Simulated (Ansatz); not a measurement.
## How much does C in Ta(100), 2x2 scatter?

Aim: the resistance that C in Ta(100), 2x2 adds to the host.

Calculated with Ansatz 0.2.0; Ansatz plane-wave DFT, PBE, PAW files; ballistic transport by layer matching (Landauer), zero bias; PAW set soft_1, in the first sound run; inputs show where later runs differ.

### 1. The starting structure

The cell holds 73 atoms: 72 Ta and 1 C. Its edges and angles: a = 6.605 Å, b = 6.605 Å, c = 29.723 Å, α = 90.0°, β = 90.0°, γ = 90.0°. It derives from Ta. Regions: lead, 40 atoms (40 Ta); scattering region, 33 atoms (32 Ta and 1 C). The structure is stacked along c, and the current runs across the ab planes.

### 2. Transmission at ideal sites

The defect sits in one plane of the supercell, all atoms on ideal sites; the layers about the cell's end are the lead. The mesh across the current, 8×8, is finer than the density's, because channels open and close sharply across the zone. Energies from -0.1 to 0.1 eV in steps of 0.05 eV are too few for the program's thermal sum, so it prints no conductance; for a metal the transmission near the Fermi level serves, at a fraction of the cost.

Input file input.yaml:

```yaml
crystal:
  lattice:
    - [6.60512, 0.0, 0.0]
    - [0.0, 6.60512, 0.0]
    - [0.0, 0.0, 29.72304]
  atoms:
    - { symbol: Ta, position: [0.0, 0.0, 0.0277777778] }
    - { symbol: Ta, position: [0.0, 0.5, 0.0277777778] }
    - { symbol: Ta, position: [0.5, 0.0, 0.0277777778] }
    - { symbol: Ta, position: [0.5, 0.5, 0.0277777778] }
    - { symbol: Ta, position: [0.25, 0.25, 0.0833333333] }
    - { symbol: Ta, position: [0.25, 0.75, 0.0833333333] }
    - { symbol: Ta, position: [0.75, 0.25, 0.0833333333] }
    - { symbol: Ta, position: [0.75, 0.75, 0.0833333333] }
    - { symbol: Ta, position: [0.0, 0.0, 0.1388888889] }
    - { symbol: Ta, position: [0.0, 0.5, 0.1388888889] }
    - { symbol: Ta, position: [0.5, 0.0, 0.1388888889] }
    - { symbol: Ta, position: [0.5, 0.5, 0.1388888889] }
    - { symbol: Ta, position: [0.25, 0.25, 0.1944444444] }
    - { symbol: Ta, position: [0.25, 0.75, 0.1944444444] }
    - { symbol: Ta, position: [0.75, 0.25, 0.1944444444] }
    - { symbol: Ta, position: [0.75, 0.75, 0.1944444444] }
    - { symbol: Ta, position: [0.0, 0.0, 0.25] }
    - { symbol: Ta, position: [0.0, 0.5, 0.25] }
    - { symbol: Ta, position: [0.5, 0.0, 0.25] }
    - { symbol: Ta, position: [0.5, 0.5, 0.25] }
    - { symbol: Ta, position: [0.25, 0.25, 0.3055555556] }
    - { symbol: Ta, position: [0.25, 0.75, 0.3055555556] }
    - { symbol: Ta, position: [0.75, 0.25, 0.3055555556] }
    - { symbol: Ta, position: [0.75, 0.75, 0.3055555556] }
    - { symbol: Ta, position: [0.0, 0.0, 0.3611111111] }
    - { symbol: Ta, position: [0.0, 0.5, 0.3611111111] }
    - { symbol: Ta, position: [0.5, 0.0, 0.3611111111] }
    - { symbol: Ta, position: [0.5, 0.5, 0.3611111111] }
    - { symbol: Ta, position: [0.25, 0.25, 0.4166666667] }
    - { symbol: Ta, position: [0.25, 0.75, 0.4166666667] }
    - { symbol: Ta, position: [0.75, 0.25, 0.4166666667] }
    - { symbol: Ta, position: [0.75, 0.75, 0.4166666667] }
    - { symbol: Ta, position: [0.0, 0.0, 0.4722222222] }
    - { symbol: Ta, position: [0.0, 0.5, 0.4722222222] }
    - { symbol: Ta, position: [0.5, 0.0, 0.4722222222] }
    - { symbol: Ta, position: [0.5, 0.5, 0.4722222222] }
    - { symbol: Ta, position: [0.25, 0.25, 0.5277777778] }
    - { symbol: Ta, position: [0.25, 0.75, 0.5277777778] }
    - { symbol: Ta, position: [0.75, 0.25, 0.5277777778] }
    - { symbol: Ta, position: [0.75, 0.75, 0.5277777778] }
    - { symbol: Ta, position: [0.0, 0.0, 0.5833333333] }
    - { symbol: Ta, position: [0.0, 0.5, 0.5833333333] }
    - { symbol: Ta, position: [0.5, 0.0, 0.5833333333] }
    - { symbol: Ta, position: [0.5, 0.5, 0.5833333333] }
    - { symbol: Ta, position: [0.25, 0.25, 0.6388888889] }
    - { symbol: Ta, position: [0.25, 0.75, 0.6388888889] }
    - { symbol: Ta, position: [0.75, 0.25, 0.6388888889] }
    - { symbol: Ta, position: [0.75, 0.75, 0.6388888889] }
    - { symbol: Ta, position: [0.0, 0.0, 0.6944444444] }
    - { symbol: Ta, position: [0.0, 0.5, 0.6944444444] }
    - { symbol: Ta, position: [0.5, 0.0, 0.6944444444] }
    - { symbol: Ta, position: [0.5, 0.5, 0.6944444444] }
    - { symbol: C, position: [0.5, 0.5, 0.5277777778] }
    - { symbol: Ta, position: [0.25, 0.25, 0.75] }
    - { symbol: Ta, position: [0.25, 0.75, 0.75] }
    - { symbol: Ta, position: [0.75, 0.25, 0.75] }
    - { symbol: Ta, position: [0.75, 0.75, 0.75] }
    - { symbol: Ta, position: [0.0, 0.0, 0.8055555556] }
    - { symbol: Ta, position: [0.0, 0.5, 0.8055555556] }
    - { symbol: Ta, position: [0.5, 0.0, 0.8055555556] }
    - { symbol: Ta, position: [0.5, 0.5, 0.8055555556] }
    - { symbol: Ta, position: [0.25, 0.25, 0.8611111111] }
    - { symbol: Ta, position: [0.25, 0.75, 0.8611111111] }
    - { symbol: Ta, position: [0.75, 0.25, 0.8611111111] }
    - { symbol: Ta, position: [0.75, 0.75, 0.8611111111] }
    - { symbol: Ta, position: [0.0, 0.0, 0.9166666667] }
    - { symbol: Ta, position: [0.0, 0.5, 0.9166666667] }
    - { symbol: Ta, position: [0.5, 0.0, 0.9166666667] }
    - { symbol: Ta, position: [0.5, 0.5, 0.9166666667] }
    - { symbol: Ta, position: [0.25, 0.25, 0.9722222222] }
    - { symbol: Ta, position: [0.25, 0.75, 0.9722222222] }
    - { symbol: Ta, position: [0.75, 0.25, 0.9722222222] }
    - { symbol: Ta, position: [0.75, 0.75, 0.9722222222] }
kpoints:
  mp_grid: { grid: [4, 4, 1] }
hamiltonian:
  xc: pbe
  pseudopotentials: { kind: paw, azcp: { folder: soft_1 } }
scf:
  occupations: { method: fermi_dirac, width: 0.1 }
output:
  transmission: { leads: [[0, 4]], kmesh: [8, 8], e_range: [-0.1, 0.1], de: 0.05 }
  write_potential: true
  write_density: true
  volumetric_format: npy
  elf: true
```

Started as:

```
ansatz run input.yaml --threads 4 --pin off --max-ram 15360MiB --backend cpu --events-out ev --progress --plain --runs-dir out
```

Numbers of over 12 decimals in the logs are rounded to 6 here.

Log:

```text
Engine: ansatz 0.2.0, aarch64-unknown-linux-gnu
Pseudopotentials: kind: paw
Pseudopotential: Ta, paw, valence charge 13, recommended cutoff 420 eV (normal), soft_1/Ta.paw.azcp
Pseudopotential: C, paw, valence charge 4, recommended cutoff 420 eV (normal), soft_1/C.paw.azcp
Functional definition: PBE
  parameter kappa = 0.804
  parameter beta = 0.066725
  exchange = pbe_x(kappa = kappa, mu = beta*pi^2/3)
  correlation = pbe_c(beta = beta)
Crystal: 73 atoms, lattice volume = 1296.745 Å³
Basis set: ecut = 420 eV, 25307 PW (Γ)
Bands: 564, of which v1, the nominal top of the filled ones, is band 470 counted from 1 (469 counted from 0)
Symmetry: 16 space group operations
Space group: P4/mmm (ITA 123), of the structure as read, at distance tolerance 1.1e-4 Å
k-points: 6 of 16
Non-local potential: Ta, projectors of the file, l = 0: 3, l = 1: 2, l = 2: 2, l = 3: 1
Non-local potential: C, projectors of the file, l = 0: 2, l = 1: 2, l = 2: 1
PAW form: soft (Blöchl's): semilocal exchange-correlation on the pseudo side does not see the compensation charge
PAW one-centre angular grid: Ta, 590 points (default); XC on 64 Gauss nodes
PAW one-centre angular grid: C, 110 points (default); XC on 64 Gauss nodes
Initial density: superposition of atomic densities (chi_scale 0.1, normalization cell, long waves 39 % of neutral atoms (reshape's long-wave potential 1.39 eV rms, cloud 2.46 Å wide))
Initial wavefunctions: pseudopotential atomic-orbital guess
Functional: x = pbe(κ = 0.804, μ = 0.219515), c = pbe(β = 0.066725)
SCF iter   1: F=—  HF=-715477.169494 eV  |F-HF|=—  |Δ(HF+E_count)|=         —  Δρ=7.06e-2  dr2=5.89e3  ethr=3.10e-3  ⟨swp⟩=6.5  Hψ=13821  notcnv=0  defer=1
preconditioner: auto → Kerker (q_TF=auto, 2.586 Å⁻¹)  [metal: Δε(μ)=0.014 eV  Ē_g=4.471 eV  σ=0.100 eV  W_gap=0.03  n_scr=372 (ndim 8)  ℏωp=19.7 eV  f_vac=0.000  D(μ)=62.91/eV (n_scr^D=544)]
SCF iter   2: F=—  HF=-715448.459012 eV  |F-HF|=—  |Δ(HF+E_count)|=    2.87e1  Δρ=3.69e-2  dr2=1.45e3  ethr=3.10e-3  ⟨swp⟩=3.0  Hψ=5523  notcnv=0  defer=74
SCF iter   3: F=—  HF=-715440.219153 eV  |F-HF|=—  |Δ(HF+E_count)|=    8.24e0  Δρ=1.04e-2  dr2=9.37e1  ethr=3.10e-3  ⟨swp⟩=3.8  Hψ=8984  notcnv=0  defer=125
SCF iter   4: F=—  HF=-715439.771134 eV  |F-HF|=—  |Δ(HF+E_count)|=   4.48e-1  Δρ=3.01e-3  dr2=4.35e-1  ethr=3.10e-3  ⟨swp⟩=1.0  Hψ=3257  notcnv=0  defer=125
SCF iter   5: F=—  HF=-715439.748048 eV  |F-HF|=—  |Δ(HF+E_count)|=   2.31e-2  Δρ=9.35e-4  dr2=9.23e-1  ethr=4.63e-5  ⟨swp⟩=2.0  Hψ=4276  notcnv=0  defer=127
SCF iter   6: F=—  HF=-715439.743244 eV  |F-HF|=—  |Δ(HF+E_count)|=   4.80e-3  Δρ=2.43e-4  dr2=7.00e-2  ethr=4.63e-5  ⟨swp⟩=1.0  Hψ=3653  notcnv=0  defer=127
SCF iter   7: F=—  HF=-715439.742849 eV  |F-HF|=—  |Δ(HF+E_count)|=   3.95e-4  Δρ=7.55e-5  dr2=3.06e-3  ethr=7.45e-6  ⟨swp⟩=1.2  Hψ=3258  notcnv=0  defer=127
SCF iter   8: F=—  HF=-715439.742802 eV  |F-HF|=—  |Δ(HF+E_count)|=   4.66e-5  Δρ=3.11e-5  dr2=2.88e-5  ethr=3.26e-7  ⟨swp⟩=2.0  Hψ=4306  notcnv=0  defer=127
SCF iter   9: F=—  HF=-715439.740613 eV  |F-HF|=—  |Δ(HF+E_count)|=   2.19e-3  Δρ=1.20e-5  dr2=2.73e-6  ethr=3.07e-9  ⟨swp⟩=2.0  Hψ=4509  notcnv=0  defer=127
SCF iter  10: F=-715439.740612 eV  HF=-715439.740612 eV  |F-HF|=3.40e-8  |Δ(HF+E_count)|=   5.94e-7  Δρ=1.13e-6  dr2=3.84e-8  ethr=1.06e-11  ⟨swp⟩=12.8  Hψ=14262  notcnv=0
SCF 1 converged in 10 iterations: F = -715439.740612 eV  dr2 = 3.84e-8
  greatest PAW one-centre occupation: 0.999 electrons in one spin orbital (limit 2), on the Ta atom at site 40 (counted from 0), in its partial waves of l = 0
transmission: 86 of 825 steps passed
transmission: 172 of 825 steps passed
[...]
transmission: 825 of 825 steps passed
SCF converged after 10 iterations
Free energy (F): -715439.740612 eV
Harris-Foulkes:  -715439.740612 eV  (|F-HF|=3.40e-8)
Internal energy: -715436.692782 eV  (E = F + TS)
E sigma→0 (E₀):  -715438.216697 eV
Entropy (-TS):   -3.047830 eV (-41.751 meV/atom)
Fermi energy:    18.589541 eV
--- Per-component energies (eV) ---
  E_band       = -7463.714314
  E_kinetic    = 28464.232633
  E_local      = -39627.162667  (includes V_loc(G=0)·N_el)
  E_nonlocal   = -760.743002
  E_hartree    = 14396.056353
  E_xc         = -23192.198504
  E_vxc        = -16899.543878  (∫ρ·V_xc dr)
  E_paw        = -598038.800383  (= ΣΔE_a)
  E_vpaw       = -7432.617439  (= ΣTr[D̂ρ^β])
  E_aug_tail   = 0.007018  (compensation charges beyond the density's cutoff)
  E_ewald      = -96678.084229
  E_smearing   = -3.047830  (= −TS)
  E_closure    = 0.000000  (closes the sum)
  Σ components = -715439.740612   (vs F -715439.740612, Δ=0.00e0)
--- Band table (eV; the first three rows and the last of 6) ---
  k-point 0: bands = [... 466 lower, 19.2380, 19.2380, 19.2459, 19.2459, 19.2667, 19.2683, 19.2683, 19.2696, ... 90 higher]
  k-point 1: bands = [... 466 lower, 18.8657, 18.8945, 18.8949, 18.9049, 18.9131, 19.0002, 19.0108, 19.0113, ... 90 higher]
  k-point 2: bands = [... 466 lower, 18.4070, 18.5053, 18.5093, 18.5105, 18.5411, 18.5995, 18.6196, 18.6654, ... 90 higher]
  k-point 5: bands = [... 466 lower, 17.9039, 17.9041, 17.9802, 17.9974, 17.9974, 18.0033, 18.0148, 18.0194, ... 90 higher]
--- Transmission ---
  basis      : 377 plane waves across, 55 finite elements along
  points     : 15, standing for a mesh of 8 x 8
  energies   : 5 from -0.100000 to 0.100000 eV about the Fermi level, 0.050000 eV apart; the leads are filled to 0.000000 eV, and channels, transmission and decay are at 0.000000 eV
  crystal 0  : Ta4, at the sites [0, 4], period 1.6513 Å, over 28.07 Å; its Hamiltonian steps by up to 2.3 meV
    offset         : up to 0.0000 Å between an atom of the period and one for which it stands
    channels       : 1.048438e1 a spin
    conductance    : none, the energies end too early or step too widely for 300 K: set another output.transmission.e_range or a lower de, or, where they end at an eighth of basis.ecutwfc, a higher one
  junction   : crystal 0 to crystal 0, 0.95 to 29.03 Å
    transmission   : 8.250651e0 a spin
    conductance    : none, the energies end too early or step too widely for 300 K: set another output.transmission.e_range or a lower de, or, where they end at an eighth of basis.ecutwfc, a higher one
```

Elapsed: 21 min, on 4 threads of Arm Neoverse N1, shared host; peak memory 10 GiB; 70 min of CPU time.

This step gave:

| Item | Value |
| --- | --- |
| free energy | -715439.7406 eV |
| energy at zero smearing | -715438.2167 eV |
| Fermi energy | 18.59 eV |
| cell area | 43.63 Å² |
| transmission per spin nearest the Fermi level | 8.251 |
| open channels per spin nearest the Fermi level | 10.48 |
| step of the lead's potential | 2.3 meV |

Per spin. Table of transmission, zone mean by energy, zero at the Fermi level:

| energy (eV) | transmission, zone mean |
| --- | --- |
| -0.1000 | 8.72 |
| -0.0500 | 8.40 |
| 0.0000 | 8.25 |
| 0.0500 | 7.90 |
| 0.1000 | 7.42 |

Per spin. Open channels, zone mean, lead against energy, zero at the Fermi level:

| energy (eV) | open channels, zone mean, lead |
| --- | --- |
| -0.1000 | 10.8 |
| -0.0500 | 10.3 |
| 0.0000 | 10.5 |
| 0.0500 | 9.98 |
| 0.1000 | 9.36 |

Transmission over k1 and k2. At 0.0000 eV from the Fermi level.

Ten even steps from '_' (3.8) to '@' (10.8):
```
____++%%%%%%++__
::++%%@@@@@@%%++
**%%@@******@@%%
**%%@@******@@%%
**%%@@******@@%%
::++%%@@@@@@%%++
____++%%%%%%++__
____::******::__
```
Columns: k1 (b1) from -0.5 to 0.375; rows upwards: k2 (b2) from -0.5 to 0.375.

Open channels over k1 and k2. At 0.0000 eV from the Fermi level.

Ten even steps from '_' (4.0) to '@' (14.0):
```
::__++%%%%%%++__
==++@@@@@@@@@@++
**%%@@######@@%%
**%%@@######@@%%
**%%@@######@@%%
==++@@@@@@@@@@++
::__++%%%%%%++__
__::==******==::
```
Columns: k1 (b1) from -0.5 to 0.375; rows upwards: k2 (b2) from -0.5 to 0.375.

Electrostatic potential energy in the ca plane at fractional y = 0.500, with atoms of Ta and C within 0.2 Å of it. With pseudopotentials it is smooth inside the atoms' cores, unlike the true potential.

Ten even steps from '0' (-44 eV) to '9' (20 eV), each cell a mean:
```
03799962002799973002699973002699973001589984
36899985335899986335899986335899986434799997
78999998778999998778999998778999998778999998
99999999999999999999999999999999999999999999
99999999999999999999999999999999999999999999
89999999889999999889999999889999999889999999
57999987557999997557898887557899997656899998
14799973114799974113653574113799985213699985
02699961002699972001420142001689973001589973
03799962002799973002541353002699973001589984
36899985335899986335786786335899986434799997
78999998778999998778999998778999998778999998
99999999999999999999999999999999999999999999
99999999999999999999999999999999999999999999
89999999889999999889999999889999999889999999
57999987557999997557899997557899997656899998
14799973114799974113799984113799985213699985
02799961002699962001699972001589973001589973
```
Columns run along c (16.0 Å, from fractional 0.26 to 0.80 of the cell; values clipped at the 3rd and 97th percentile), rows up along a (6.6 Å). Atoms in or near the plane, at fractional coordinates: Ta at (0.36, 0.00), Ta at (0.36, 0.50), Ta at (0.47, 0.00), Ta at (0.47, 0.50), Ta at (0.58, 0.00), Ta at (0.58, 0.50), Ta at (0.69, 0.00), Ta at (0.69, 0.50), C at (0.53, 0.50).

Valence density in the ca plane at fractional y = 0.500, with atoms of Ta and C within 0.2 Å of it. It is the smooth field of the valence electrons, not physical close to the nuclei.

Values in e/Å³, 10 rows by 16 columns, each cell a mean:
```
2.3 0.3 1.6 3.3 0.4 0.6 3.6 1.0 0.3 2.9 2.1 0.2 1.8 3.1 0.3 0.8
0.4 0.2 0.3 0.5 0.3 0.3 0.5 0.3 0.2 0.5 0.4 0.2 0.4 0.5 0.2 0.3
0.2 0.2 0.2 0.2 0.2 0.2 0.2 0.2 0.2 0.2 0.2 0.2 0.2 0.2 0.2 0.2
0.8 0.2 0.5 1.1 0.3 0.3 1.2 0.6 0.6 1.0 0.7 0.2 0.6 1.0 0.3 0.4
2.8 0.3 2.0 3.8 0.4 0.9 4.2 2.2 1.8 3.4 2.7 0.2 2.2 3.6 0.4 1.0
2.3 0.2 1.6 3.3 0.4 0.7 3.7 1.7 1.5 3.0 2.1 0.2 1.8 3.1 0.3 0.8
0.4 0.2 0.3 0.5 0.2 0.3 0.6 0.4 0.4 0.5 0.4 0.2 0.4 0.5 0.2 0.3
0.2 0.2 0.2 0.2 0.2 0.2 0.2 0.2 0.2 0.2 0.2 0.2 0.2 0.2 0.2 0.2
0.8 0.2 0.5 1.1 0.3 0.3 1.2 0.4 0.3 0.9 0.7 0.2 0.6 1.0 0.3 0.4
2.8 0.3 2.0 3.8 0.4 0.8 4.1 1.3 0.3 3.3 2.5 0.2 2.2 3.6 0.4 1.0
```
Columns run along c (16.0 Å, from fractional 0.26 to 0.80 of the cell), rows up along a (6.6 Å). Atoms in or near the plane, at fractional coordinates: Ta at (0.36, 0.00), Ta at (0.36, 0.50), Ta at (0.47, 0.00), Ta at (0.47, 0.50), Ta at (0.58, 0.00), Ta at (0.58, 0.50), Ta at (0.69, 0.00), Ta at (0.69, 0.50), C at (0.53, 0.50).

ELF in the ca plane at fractional y = 0.500, with atoms of Ta and C within 0.2 Å of it. It is the smooth field of the valence electrons, not physical close to the nuclei.

Ten even steps from '0' (0.07) to '9' (0.78), each cell a mean:
```
68324238569324239658425228659424328758514327
85246426886246425886246525886236524887236524
22456532222356542222366642222356642222356642
34655564334655664324554554324665565324565565
45655565445655566444532344445665566445655566
13555542113565543212344432112455653212455553
53256523553255423553378842553235533554246532
87235338888224238887596866888423327889425426
38324148229312159227780577419722228417613228
68324248569323249657682777659613228758514317
85246426886245325885488954886224424887335524
22456532222456532221356631222346642222356642
34655554334665564323432343334565565324555565
45655565445655566445543455445665566445665566
13555642112566653112466653112456653212455653
53356523553256523553257533554246533554246532
87235238888235328888325327888325427889425426
38324148229324239328414238418514228417613328
```
Columns run along c (16.0 Å, from fractional 0.26 to 0.80 of the cell), rows up along a (6.6 Å). Atoms in or near the plane, at fractional coordinates: Ta at (0.36, 0.00), Ta at (0.36, 0.50), Ta at (0.47, 0.00), Ta at (0.47, 0.50), Ta at (0.58, 0.00), Ta at (0.58, 0.50), Ta at (0.69, 0.00), Ta at (0.69, 0.50), C at (0.53, 0.50).

Over the solved energies the transmission per spin lies between 7.42 and 8.72, out of 10.2 channels of the lead on average (up to 10.8).

### 3. Resistance at ideal sites

This step: Ansatz plane-wave DFT, PBE, PAW files; ballistic transport by layer matching (Landauer), zero bias; area resistance of the defect plane and resistivity an atomic per cent; PAW set soft_1 (Ansatz 0.2.0).

Numbers from this step:

- area resistance: 0.1391 fΩ m²
- T over the leads' mean channel count: 0.7979
- resistivity per at.% scaled from this dense plane, with the factor 3/4 for isotropic scattering: 2.527 µΩ cm

Averaged over the energies near the Fermi level, 79.8 % of the channels pass, which makes 0.139 fΩ m².

By hand, with T and the leads' channels N averaged over the energies near the Fermi level: RA = A (h/2e²)(1/T − 1/N) = 43.63×10⁻²⁰ m² × 12 906 Ω × (1/8.182 − 1/10.26) = 0.139 fΩ m². Per atomic per cent: RA × A / V_atom × 0.01 × 3/4 = 2.53 µΩ cm, with the host's V_atom = 18.01 Å³.

[end of part 1 of 3]

[Logs are printed without paths, hosts, clocks, repeated set-up lines and the standing remarks that a program may print on its own settings, such as how far it seeks lower states.]

[Hosts, paths, dates, database ids (printed as entryN), source tags and the programs' standing remarks are cut or masked in the printed files.]
